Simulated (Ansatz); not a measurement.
The system is TaS2.

```
Ta S
1.0
     3.35000    0.00000    0.00000
    -1.67500    2.90119    0.00000
     0.00000    0.00000    5.86000
Ta S
1 2
Direct
  0.00000 0.00000 0.00000
  0.66667 0.33333 0.75000
  0.33333 0.66667 0.25000
```

```yaml
Program: Ansatz 0.2.0
Task: relaxation of cell and atoms
Functional: revPBE
Dispersion: D4
Potentials_or_basis: Ansatz PAW
Cutoff: "420 eV (not typed: the program's choice for these potentials)"
k_mesh: 9 × 9 × 5
Occupations: fermi-dirac, width 0.05 eV
Spin: no spin polarisation
```

At the start: volume 18.98 Å³/atom.

**Question.** How do energy, volume and symmetry change on relaxing?

**Answer.** It ends after 6 steps and the volume is 18.47 Å³/atom (-2.7 %); space group P-3m1 (No. 164, to 0.05 Å).

Step by step:
```tsv
step	energy change (eV)	largest force (eV/Å)	volume (Å³)
1	0.0000	1.2922	56.95
2	-0.0284	0.9229	53.16
3	-0.1005	0.0472	55.67
4	-0.1020	0.0060	55.44
5	-0.1020	0.0002	55.41
6	-0.1017	0.0003	55.41
```

Final structure:
```
Ta S
1.0
     3.32975    0.00000    0.00000
    -1.66487    2.88365    0.00000
     0.00000    0.00000    5.77099
Ta S
1 2
Direct
  0.00000 0.00000 0.00000
  0.66667 0.33333 0.73218
  0.33333 0.66667 0.26782
```

Caveat: the plane-wave basis is chosen anew once the cell has moved, so the energies of steps on either side of that aren't comparable; the PAW data sets come from PBE, with cores solved anew for the run's functional, which leaves a small shift of forces and pressure.
